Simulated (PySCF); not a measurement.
Molecule: `CN(C(C)=O)C`, C₄H₉NO.

Cartesian coordinates in Å; atom numbers follow the order of the lines, from 1:
```xyz
15

C     1.9862   -0.2418    0.2553
C     0.8106    0.7119    0.1969
O     0.9698    1.9067    0.3647
N    -0.4265    0.1743   -0.0538
C    -0.7004   -1.2233   -0.2467
C    -1.5691    1.0515   -0.0976
H     1.8627   -1.0023    1.0411
H     2.8748    0.3592    0.4774
H     2.1395   -0.7642   -0.7013
H    -1.2259   -1.3894   -1.2039
H     0.2213   -1.8137   -0.2650
H    -1.3453   -1.6219    0.5579
H    -1.2188    2.0786    0.0570
H    -2.2976    0.7927    0.6909
H    -2.0812    0.9818   -1.0729
```

Geometry PBE0-D3(BJ)/def2-SVP throughout; GIAO in PySCF 2.14.0 with density-fitted response routines, gas phase, one conformer, non-relativistic; equivalent atoms averaged; functional PBE0.

**Question.** How do the absolute shieldings σ depend on the basis set? (ppm; last column core-seconds on shared hosts with different chips, so compare them loosely)

**Answer.** 
| basis set | functions | C2 | C5 | C6 | C1 | O3 | N4 | H13/H14/H15 | H10/H11/H12 | H7/H8/H9 | core-s |
| --- | --- | --- | --- | --- | --- | --- | --- | --- | --- | --- | --- |
| STO-3G | 39 | 126.4 | 198.4 | 200.8 | 212.1 | -64.7 | 245.9 | 30.42 | 30.56 | 31.01 | 2.9 |
| 6-31G | 72 | 40.7 | 163.4 | 168.6 | 177.1 | -86.5 | 163.8 | 29.63 | 29.69 | 30.58 | 6.2 |
| pcSseg-0 | 72 | 15.7 | 154.5 | 159.5 | 167.8 | -142.2 | 158.9 | 29.88 | 29.86 | 30.67 | 3.8 |
| 6-31G* | 102 | 39.1 | 158.5 | 163.0 | 173.0 | -57.2 | 165.3 | 29.22 | 29.22 | 30.15 | 9.1 |
| def2-SVP | 129 | 33.3 | 158.9 | 163.3 | 173.3 | -67.8 | 163.9 | 28.68 | 28.76 | 29.58 | 11 |
| cc-pVDZ | 129 | 36.2 | 160.8 | 165.4 | 175.2 | -66.0 | 162.5 | 28.55 | 28.61 | 29.52 | 6.2 |
| pcSseg-1 | 147 | 16.4 | 147.4 | 152.1 | 161.6 | -103.1 | 147.2 | 28.39 | 28.47 | 29.31 | 13 |
| 6-311+G(2d,p) | 216 | 18.7 | 150.5 | 155.3 | 164.7 | -80.3 | 145.1 | 28.60 | 28.64 | 29.57 | 25 |
| aug-cc-pVDZ | 219 | 30.7 | 160.1 | 164.6 | 173.2 | -51.2 | 160.2 | 28.37 | 28.40 | 29.39 | 17 |
| def2-TZVP | 240 | 17.5 | 149.8 | 154.7 | 164.1 | -85.6 | 146.9 | 28.59 | 28.61 | 29.56 | 32 |
| IGLO-III | 300 | 11.2 | 146.2 | 151.3 | 161.0 | -91.3 | 141.4 | 28.43 | 28.45 | 29.39 | 25 |
| cc-pVTZ | 306 | 19.6 | 150.7 | 155.6 | 165.3 | -84.5 | 148.5 | 28.40 | 28.42 | 29.36 | 26 |

**Question.** Which nucleus moves most, in ppm?

**Answer.** C2 (amide carbonyl carbon): from 11.2 ppm with IGLO-III to 126.4 ppm with STO-3G. The smallest spread is 1.70 ppm, at H7/H8/H9. Proton shifts span only some 12 ppm, so a few tenths of a ppm matter as much there as several ppm in carbon.

**Question.** Taking the largest basis, cc-pVTZ (306 functions), as the yardstick, rank the others by their worst heavy-atom deviation.

**Answer.** def2-TZVP 2.1 ppm (240 functions), 6-311+G(2d,p) 4.2 ppm (216 functions), IGLO-III 8.5 ppm (300 functions), def2-SVP 16.7 ppm (129 functions), cc-pVDZ 18.5 ppm (129 functions), pcSseg-1 18.7 ppm (147 functions), 6-31G 21.0 ppm (72 functions), 6-31G* 27.2 ppm (102 functions), aug-cc-pVDZ 33.3 ppm (219 functions), pcSseg-0 57.8 ppm (72 functions), STO-3G 106.7 ppm (39 functions).

A small basis that lands close on one nucleus may do so by chance; judge by the trend and by all nuclei.
